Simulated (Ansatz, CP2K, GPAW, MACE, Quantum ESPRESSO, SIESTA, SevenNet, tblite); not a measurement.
# CP2K runs on H-capped AlAs nanowire along [111] (40 atoms)

Wanted: CP2K inputs and outputs for H-capped AlAs nanowire along [111] (40 atoms), checked against a plane-wave reference.

Main program and level: CP2K 2026.2; the method is named at each step.

### 1. The structure

The cell holds 40 atoms: 9 Al, 9 As and 22 H. Cell: a = 19.586 Å, b = 16.545 Å, c = 9.805 Å, α = 90.0°, β = 90.0°, γ = 90.0°. It derives from AlAs (zinc-blende). Diamond section of size parameter 4.53 Å cut from zinc-blende AlAs (a = 5.661 Å) along [111], 1 period, broken bonds capped with H, 9 Å of vacuum. Then every atom was moved at random, 0.05 Å r.m.s. a Cartesian component (hydrogen 0.6 of that). Regions: wire, 18 atoms (9 Al and 9 As); hydrogen, 22 atoms (22 H). Vacuum lies along a and b. The structure's axis is c.

The yardstick, on the same geometry:

```
method                                           : Kohn-Sham DFT, PBE, SSSP efficiency 1.3.0 pseudopotentials, plane waves (Quantum ESPRESSO 7.5); sssp-pbe-1.3.0-efficiency, cutoffs 45/360 Ry, Γ point
r.m.s. force component                           : 0.7962 eV/Å
longest force                                    : 3.657 eV/Å
gap (highest filled to lowest empty level) : 3.295 eV
time                                             : 2.2 min on 4 MPI ranks of Arm Neoverse V2, shared host
CPU time                                         : 8.8 min
```

### 2. PBE, DZVP-MOLOPT-SR, 450/50 Ry, diagonalisation

Method: Kohn-Sham DFT, PBE, GTH-PBE pseudopotentials, Gaussian and plane waves, DZVP-MOLOPT-SR-GTH, diagonalisation.

File input.inp:

```
&GLOBAL
  PROJECT cell
  RUN_TYPE ENERGY_FORCE
  PRINT_LEVEL LOW
&END GLOBAL
&FORCE_EVAL
  METHOD QS
  &DFT
    BASIS_SET_FILE_NAME BASIS_MOLOPT
    POTENTIAL_FILE_NAME GTH_POTENTIALS
    &MGRID
      CUTOFF 450
      REL_CUTOFF 50
    &END MGRID
    &QS
      EPS_DEFAULT 1.0E-12
    &END QS
    &SCF
      SCF_GUESS ATOMIC
      EPS_SCF 1.0E-06
      MAX_SCF 200
      ADDED_MOS 20
      &DIAGONALIZATION
        ALGORITHM STANDARD
      &END DIAGONALIZATION
      &SMEAR ON
        METHOD FERMI_DIRAC
        ELECTRONIC_TEMPERATURE [K] 580
      &END SMEAR
      &MIXING
        METHOD BROYDEN_MIXING
        ALPHA 0.15
        NBROYDEN 8
      &END MIXING
      &PRINT
        &RESTART OFF
        &END RESTART
      &END PRINT
    &END SCF
    &XC
      &XC_FUNCTIONAL PBE
      &END XC_FUNCTIONAL
    &END XC
    &PRINT
      &MULLIKEN ON
      &END MULLIKEN
      &LOWDIN ON
      &END LOWDIN
      &HIRSHFELD ON
      &END HIRSHFELD
      &MO ON
        EIGENVALUES T
        OCCUPATION_NUMBERS T
        MO_INDEX_RANGE 36 59
        &EACH
          QS_SCF 0
        &END EACH
        ADD_LAST NUMERIC
      &END MO
    &END PRINT
  &END DFT
  &SUBSYS
    &CELL
      A 19.58599 0.00000 0.00000
      B 0.00000 16.54490 0.00000
      C 0.00000 0.00000 9.80514
    &END CELL
    &COORD
      SCALED
      Al 0.40017 0.43473 0.33057
      As 0.39726 0.43327 0.58988
      Al 0.29761 0.49961 0.99660
      As 0.29248 0.50596 0.24116
      Al 0.39372 0.57019 0.66616
      As 0.39667 0.57266 0.91203
      Al 0.60022 0.43476 0.33891
      As 0.60208 0.43327 0.58435
      Al 0.49938 0.36368 0.66431
      As 0.50020 0.35906 0.91517
      Al 0.49930 0.50529 0.99436
      As 0.50204 0.49254 0.25247
      Al 0.50395 0.63927 0.34104
      As 0.50049 0.64209 0.58365
      Al 0.60377 0.57172 0.66841
      As 0.60780 0.56853 0.91016
      Al 0.70300 0.49340 0.00384
      As 0.70028 0.50076 0.25553
      H 0.39904 0.34135 0.27866
      H 0.33598 0.38833 0.63823
      H 0.29460 0.41232 0.95084
      H 0.23048 0.54545 0.94884
      H 0.29811 0.59181 0.30206
      H 0.23418 0.45865 0.30140
      H 0.33068 0.61282 0.61260
      H 0.39777 0.65735 0.97010
      H 0.60375 0.34035 0.27593
      H 0.66632 0.38746 0.63322
      H 0.50026 0.27328 0.61550
      H 0.56327 0.31916 0.96978
      H 0.43616 0.31953 0.96762
      H 0.56506 0.68764 0.28289
      H 0.43414 0.68755 0.28220
      H 0.49957 0.72642 0.63720
      H 0.66731 0.61733 0.61790
      H 0.59961 0.65965 0.97019
      H 0.70472 0.41408 0.94788
      H 0.76765 0.54793 0.94582
      H 0.76893 0.45571 0.30449
      H 0.70368 0.59271 0.30072
    &END COORD
    &KIND Al
      BASIS_SET DZVP-MOLOPT-SR-GTH-q3
      POTENTIAL GTH-PBE-q3
    &END KIND
    &KIND As
      BASIS_SET DZVP-MOLOPT-SR-GTH-q5
      POTENTIAL GTH-PBE-q5
    &END KIND
    &KIND H
      BASIS_SET DZVP-MOLOPT-SR-GTH-q1
      POTENTIAL GTH-PBE-q1
    &END KIND
  &END SUBSYS
  &PRINT
    &FORCES ON
    &END FORCES
  &END PRINT
&END FORCE_EVAL
```

Command:

```console
> OMP_NUM_THREADS=1 cp2k.psmp -i input.inp > output.txt
```

Numbers of over 12 decimals in the logs are rounded to 6 here.

Output:

```text
CP2K| version string:                                       CP2K version 2026.2
 CP2K| Input file name                                                 input.inp
 GLOBAL| Basis set file name                                        BASIS_MOLOPT
 GLOBAL| Potential file name                                      GTH_POTENTIALS
 GLOBAL| Run type                                                   ENERGY_FORCE
 GLOBAL| Total number of message passing processes                             1
 GLOBAL| Number of threads for this process                                    1
 TOTAL NUMBERS AND MAXIMUM NUMBERS
  Total number of            - Atomic kinds:                                   3
                             - Atoms:                                         40
                             - Shell sets:                                    40
                             - Shells:                                       156
                             - Primitive Cartesian functions:                182
                             - Cartesian basis functions:                    362
                             - Spherical basis functions:                    344
  Maximum angular momentum of- Orbital basis functions:                        2
                             - Local part of the GTH pseudopotential:          2
                             - Non-local part of the GTH pseudopotential:      4
 SCF PARAMETERS         Density guess:                                    ATOMIC
                        max_scf:                                             200
                        eps_scf:                                        1.00E-06
                        added MOs                                        20    0
                        Mixing method:                            BROYDEN_MIXING
                                                charge density mixing in g-space
                        Smear method:                                FERMI_DIRAC
                        Electronic temperature [K]:                        580.0
                        Electronic temperature [a.u.]:                  1.84E-03
                        Accuracy threshold:                             1.00E-10
 Extrapolation method: initial_guess
 Number of electrons:                                                         94
 Number of occupied orbitals:                                                 47
 Number of molecular orbitals:                                                67
 Number of orbital functions:                                                344
 Number of independent orbital functions:                                    344
 SCF WAVEFUNCTION OPTIMIZATION
  Step     Update method      Time    Convergence         Total energy    Change
     1 NoMix/Diag. 0.15E+00    5.1     1.10068268       -85.8241294948 -8.58E+01
     2 Broy./Diag. 0.15E+00    6.3     0.03607590       -88.3718336758 -2.55E+00
     3 Broy./Diag. 0.15E+00    6.4     0.12634850       -87.8780220279  4.94E-01
     4 Broy./Diag. 0.15E+00    6.6     0.00946449       -88.4589172745 -5.81E-01
[...]
31 Broy./Diag. 0.15E+00    6.9     0.00000194       -88.1444757013 -1.57E-05
    32 Broy./Diag. 0.15E+00    6.9     0.00000085       -88.1444954601 -1.98E-05
  *** SCF run converged in    32 steps ***
  Electronic density on regular grids:        -94.0000000000        0.0000000000
  Core density on regular grids:               93.9999999998       -0.0000000002
  Total charge density on r-space grids:       -0.0000000002
  Total charge density g-space grids:          -0.0000000002
  Overlap energy of the core charge distribution:               4.73433e-06
  Self energy of the core charge distribution:               -203.867736
  Core Hamiltonian energy:                                     48.997513
  Hartree energy:                                              95.692000
  Exchange-correlation energy:                                -28.966277
  Electronic entropic energy:                                  -0.000000
  Fermi energy:                                                -0.098180
  Total energy:                                               -88.144495
  Total energy (extrapolated to T->0):                        -88.144495
 MO| EIGENVALUES AND OCCUPATION NUMBERS
 MO|
 MO|  Index      Eigenvalue [a.u.]        Eigenvalue [eV]             Occupation
 MO|     36              -0.211420              -5.753025               2.000000
 MO|     37              -0.207052              -5.634165               2.000000
 MO|     38              -0.202527              -5.511035               2.000000
[...]
MO|     58               0.006861               0.186699               0.000000
 MO|     59               0.013883               0.377780               0.000000
 MO| Sum:                                                              94.000000
 MO| E(Fermi):           -0.098180 a.u.         -2.671625 eV
 !-----------------------------------------------------------------------------!
                     Mulliken Population Analysis
 #  Atom  Element  Kind  Atomic population                           Net charge
       1     Al       1          2.769713                              0.230287
       2     As       2          5.439958                             -0.439958
       3     Al       1          3.048599                             -0.048599
[...]
# Total charge                             94.000000                  0.000000
 !-----------------------------------------------------------------------------!
 !-----------------------------------------------------------------------------!
                           Hirshfeld Charges
  #Atom  Element  Kind  Ref Charge     Population                    Net charge
      1       Al     1       3.000          3.141                        -0.141
      2       As     2       5.000          5.807                        -0.807
      3       Al     1       3.000          3.820                        -0.820
[...]
39       H      3       1.000          0.467                         0.533
     40       H      3       1.000          0.462                         0.538
  Total Charge                                                            0.001
 !-----------------------------------------------------------------------------!
 LOWDIN POPULATION ANALYSIS
 #  Atom  Element  Kind  Atomic population                           Net charge
[...]
39     H        3          0.993236                              0.006764
      40     H        3          1.023535                             -0.023535
 # Total charge                             94.000000                 -0.000000
 ENERGY| Total FORCE_EVAL ( QS ) energy [hartree]            -88.144524
 FORCES| Atomic forces [hartree/bohr]
 FORCES|   Atom     x               y               z               |f|
 FORCES|      1 -2.19198933E-02 -2.42276581E-02  2.96578652E-03   3.28063565E-02
 FORCES|      2  1.22481412E-02  2.50904332E-03 -1.47616523E-02   1.93447316E-02
 FORCES|      3 -2.56601010E-02  2.02448063E-02 -1.28397616E-02   3.51162703E-02
[...]
FORCES|     39 -2.20625345E-02  1.83333946E-02 -3.74595850E-03   2.89292411E-02
 FORCES|     40  5.76778092E-03 -2.21028783E-02 -3.14247999E-03   2.30581809E-02
 FORCES| Sum    -9.80412523E-07  2.26627139E-06 -2.67973332E-07
 FORCES| Total atomic force                                       2.48374806E-06
```

It took 3.8 min on 1 thread of Arm Neoverse V2, shared host; peak memory 4.5 GiB.

Banners, paths, timers and routine set-up lines are dropped from the logs unmarked, and long logs keep their key lines alone; longer cuts are marked.

Against the reference:

```yaml
r_m_s_force_component: 0.8229 eV/Å
r_m_s_difference_of_force_components: 83.04 meV/Å
longest_difference_of_force_vectors: 323 meV/Å
force_difference_over_r_m_s_force: 10.43 %
slope_of_forces_against_the_reference_s: 1.029
correlation_of_force_components: 0.9953
spacing_of_highest_filled_and_lowest_empty_level: 3.494 eV
gap_difference: 0.1986 eV
```

Length of the force difference by element (eV/Å):

| element | atoms | mean | most |
| --- | --- | --- | --- |
| Al | 9 | 0.20 | 0.32 |
| As | 9 | 0.048 | 0.10 |
| H | 22 | 0.11 | 0.25 |

Levels nearest the highest filled one (eV from it): -1.25, -1.13, -1.01, -0.92, -0.86, -0.72, -0.62, -0.47, -0.22, -0.19, -0.10, 0.00, 3.49, 3.64, 3.74, 3.88, 4.04, 4.10, 4.31, 4.47, 4.53, 4.65, 4.69, 4.88.

Local excerpt of 14 atoms (numbers count through the whole input) about Al17, which bears the longest force; x, y, z are measured from there.

| atom | x | y | z | distance (Å) | bonds | Mulliken charge (e) | Fx | Fy | Fz (eV/Å) |
| --- | --- | --- | --- | --- | --- | --- | --- | --- | --- |
| Al17 | 0.00 | 0.00 | 0.00 | 0.00 | 4 | -0.06 | 1.73 | 3.31 | 0.22 |
| H37 | 0.03 | -1.31 | -0.55 | 1.42 | 1 | 0.05 | -0.31 | -2.94 | -0.89 |
| H38 | 1.27 | 0.90 | -0.57 | 1.66 | 1 | 0.08 | -0.46 | -0.33 | 0.47 |
| As16 | -1.86 | 1.24 | -0.92 | 2.42 | 4 | -0.45 | -1.13 | 1.05 | 1.54 |
| As18 | -0.05 | 0.12 | 2.47 | 2.47 | 4 | -0.41 | 1.25 | 0.58 | 0.20 |
| H39 | 1.29 | -0.62 | 2.95 | 3.28 | 1 | 0.15 | -1.13 | 0.94 | -0.19 |
| H40 | 0.01 | 1.64 | 2.91 | 3.34 | 1 | 0.15 | 0.30 | -1.14 | -0.16 |
| H36 | -2.02 | 2.75 | -0.33 | 3.43 | 1 | 0.15 | 0.21 | -1.43 | -0.54 |
| Al7 | -2.01 | -0.97 | 3.29 | 3.97 | 4 | 0.28 | 0.46 | -2.44 | -0.32 |
| H30 | -2.74 | -2.88 | -0.33 | 3.99 | 1 | 0.13 | -0.04 | -0.36 | 0.35 |
| Al11 | -3.99 | 0.20 | -0.09 | 4.00 | 4 | 0.50 | 0.58 | -0.04 | 0.68 |
| Al15 | -1.94 | 1.30 | -3.29 | 4.03 | 4 | 0.27 | -0.02 | 0.68 | -0.48 |
| H28 | -0.72 | -1.75 | -3.63 | 4.10 | 1 | 0.13 | -0.42 | 0.23 | -0.08 |
| H27 | -1.94 | -2.53 | 2.67 | 4.16 | 1 | 0.09 | 0.20 | 0.85 | 0.40 |

Forces lie 10 % from the reference's, at 0.43 times its CPU time (on 1 against 4 cores).

### 3. PBE, TZVP-MOLOPT (SR for Al, As), 450/50 Ry, diagonalisation

Method: Kohn-Sham DFT, PBE, GTH-PBE pseudopotentials, Gaussian and plane waves, TZVP-MOLOPT-GTH, diagonalisation.

input.inp: that of step 2 with these lines changed.

```diff
@@ -9,2 +9,3 @@
     BASIS_SET_FILE_NAME BASIS_MOLOPT
+    BASIS_SET_FILE_NAME BASIS_MOLOPT_UCL
     POTENTIAL_FILE_NAME GTH_POTENTIALS
@@ -48,4 +49,2 @@
       &END LOWDIN
-      &HIRSHFELD ON
-      &END HIRSHFELD
       &MO ON
@@ -72,3 +71,3 @@
     &KIND Al
-      BASIS_SET DZVP-MOLOPT-SR-GTH-q3
+      BASIS_SET TZVP-MOLOPT-SR-GTH-q3
       POTENTIAL GTH-PBE-q3
@@ -76,3 +75,3 @@
     &KIND As
-      BASIS_SET DZVP-MOLOPT-SR-GTH-q5
+      BASIS_SET TZVP-MOLOPT-SR-GTH-q5
       POTENTIAL GTH-PBE-q5
@@ -80,3 +79,3 @@
     &KIND H
-      BASIS_SET DZVP-MOLOPT-SR-GTH-q1
+      BASIS_SET TZVP-MOLOPT-GTH-q1
       POTENTIAL GTH-PBE-q1
```

Command:

```console
> OMP_NUM_THREADS=2 cp2k.psmp -i input.inp > output.txt
```

Output:

```text
CP2K| version string:                                       CP2K version 2026.2
 CP2K| Input file name                                                 input.inp
 GLOBAL| Basis set file name                                        BASIS_MOLOPT
 GLOBAL| Potential file name                                      GTH_POTENTIALS
 GLOBAL| Run type                                                   ENERGY_FORCE
 GLOBAL| Total number of message passing processes                             1
 GLOBAL| Number of threads for this process                                    2
 TOTAL NUMBERS AND MAXIMUM NUMBERS
  Total number of            - Atomic kinds:                                   3
                             - Atoms:                                         40
[... lines left out ...]
                        Smear method:                                FERMI_DIRAC
[... lines left out ...]
 Number of electrons:                                                         94
[... lines left out ...]
  Step     Update method      Time    Convergence         Total energy    Change
[... lines left out ...]
  *** SCF run converged in    33 steps ***
[... lines left out ...]
  Fermi energy:                                                -0.107840
  Total energy:                                               -88.194311
  Total energy (extrapolated to T->0):                        -88.194311
[... lines left out ...]
 MO|     59               0.001864               0.050712               0.000000
 MO| Sum:                                                              94.000000
 MO| E(Fermi):           -0.107840 a.u.         -2.934482 eV
 !-----------------------------------------------------------------------------!
                     Mulliken Population Analysis
 #  Atom  Element  Kind  Atomic population                           Net charge
       1     Al       1          2.700471                              0.299529
       2     As       2          5.188135                             -0.188135
       3     Al       1          2.739278                              0.260722
[...]
# Total charge                             94.000000                 -0.000000
 !-----------------------------------------------------------------------------!
 LOWDIN POPULATION ANALYSIS
 #  Atom  Element  Kind  Atomic population                           Net charge
[...]
39     H        3          0.976383                              0.023617
      40     H        3          0.986565                              0.013435
 # Total charge                             94.000000                  0.000000
 ENERGY| Total FORCE_EVAL ( QS ) energy [hartree]            -88.194334
 FORCES| Atomic forces [hartree/bohr]
 FORCES|   Atom     x               y               z               |f|
 FORCES|      1 -2.15191033E-02 -2.17139597E-02  3.82247839E-03   3.08087519E-02
 FORCES|      2  1.17954232E-02  2.36570870E-03 -1.42624414E-02   1.86586661E-02
 FORCES|      3 -2.33859455E-02  2.06326906E-02 -1.15477920E-02   3.32560050E-02
[...]
FORCES|     39 -2.03604600E-02  1.69016321E-02 -3.20209449E-03   2.66545851E-02
 FORCES|     40  5.56341545E-03 -2.10962086E-02 -3.09702390E-03   2.20361786E-02
 FORCES| Sum     2.15402600E-06 -6.31307336E-06  2.52861685E-06
 FORCES| Total atomic force                                       7.13362645E-06
```

Elapsed: 3.5 min, on 2 threads; peak memory 4.6 GiB; 6.1 min of CPU time.

Compared with the plane-wave run:

```yaml
r_m_s_force_component: 0.7908 eV/Å
r_m_s_difference_of_force_components: 35.42 meV/Å
longest_difference_of_force_vectors: 137.9 meV/Å
force_difference_over_r_m_s_force: 4.449 %
slope_of_forces_against_the_reference_s: 0.9922
correlation_of_force_components: 0.999
spacing_of_highest_filled_and_lowest_empty_level: 3.351 eV
gap_difference: 0.0559 eV
```

Against the first run (10 %), the force difference from the reference is 4.4 %, at 1.6 times the CPU time (on 2 against 1 cores), with 438 basis functions against 344: the larger basis brings the forces nearer.

(Part 1 of 3 ends here.)

[Also dropped from logs without a mark: logging warnings of Python, and SIESTA's first energy breakdown and zero terms.]

[Logs are printed without paths, hosts, clocks, repeated set-up lines and the standing remarks that a program may print on its own settings, such as how far it seeks lower states.]

[Hosts, paths, dates, database ids (printed as entryN), source tags and the programs' standing remarks are cut or masked in the printed files.]
